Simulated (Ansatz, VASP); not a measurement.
# Na in VASP and in Ansatz

File INCAR:

```
ALGO = Normal
EDIFF = 1E-6
EDIFFG = -0.005
ENCUT = 600
GGA = PS
IBRION = 2
ISIF = 3
ISMEAR = 0
LASPH = True
LCHARG = False
LREAL = False
LWAVE = False
NELM = 100
NSW = 100
PREC = Accurate
SIGMA = 0.1
```

File KPOINTS:

```
k-points
0
Gamma
  15 15 8
```

Contents of POSCAR:

```
Na
1.0
    3.6887707041      0.0000000000      0.0000000000
   -1.8443853520      3.1945691385      0.0000000000
    0.0000000000      0.0000000000      6.2691940000
Na
2
Direct
    0.3333333300      0.6666666700      0.2500000000
    0.6666666700      0.3333333300      0.7500000000
```

Input for Ansatz:

```yaml
crystal:
  lattice:
    - [3.6887707041, 0.0, 0.0]
    - [-1.844385352, 3.1945691385, 0.0]
    - [0.0, 0.0, 6.269194]
  atoms:
    - { symbol: Na, position: [0.33333333, 0.66666667, 0.25] }
    - { symbol: Na, position: [0.66666667, 0.33333333, 0.75] }
basis:
  ecutwfc: 420
kpoints:
  mp_grid: { grid: [15, 15, 8] }
hamiltonian:
  xc: pbesol
scf:
  occupations: { method: gaussian, width: 0.1 }
output:
  forces: true
  stress: true
  eigenvalues: true
relax:
  adjacent_minimum: "off"
  f_tol: 0.005
  max_steps: 80
  cell: { stress_tol: 0.05 }
```

This isn't the form of Na at room conditions, which is bcc.

Alike in both runs: task relaxation of cell and atoms; functional PBEsol; k mesh 15 × 15 × 8; occupations gaussian, width 0.1 eV; no spin polarisation.

|  | VASP | Ansatz |
| --- | --- | --- |
| version | VASP 6.6.1 | Ansatz 0.2.0 |
| potentials or method | VASP PAW PBE potentials, release 64 (Na_pv) | scalar-relativistic, plane waves, PAW |
| plane-wave cutoff (eV) | 600 | 420 |
| valence electrons in the cell | 14 | 18 |

```csv
,VASP,Ansatz,Ansatz less VASP
"gap on the k mesh at the Fermi level, each at its own relaxed structure (eV)",none,none,-
relaxed volume (Å³/atom),36.25,36.28,+0.023
relaxed cell length with the largest relative difference (Å),6.059,6.074,+0.0153
energy change over the relaxation (meV/atom),-2,-2,+0.1
```

A gap of «none» marks a metal or a gap that the smearing closes. The two sets of potentials don't hold the same shells in valence.

Caveats: the PAW data sets were made with another functional, which shifts forces and pressure a little (VASP).
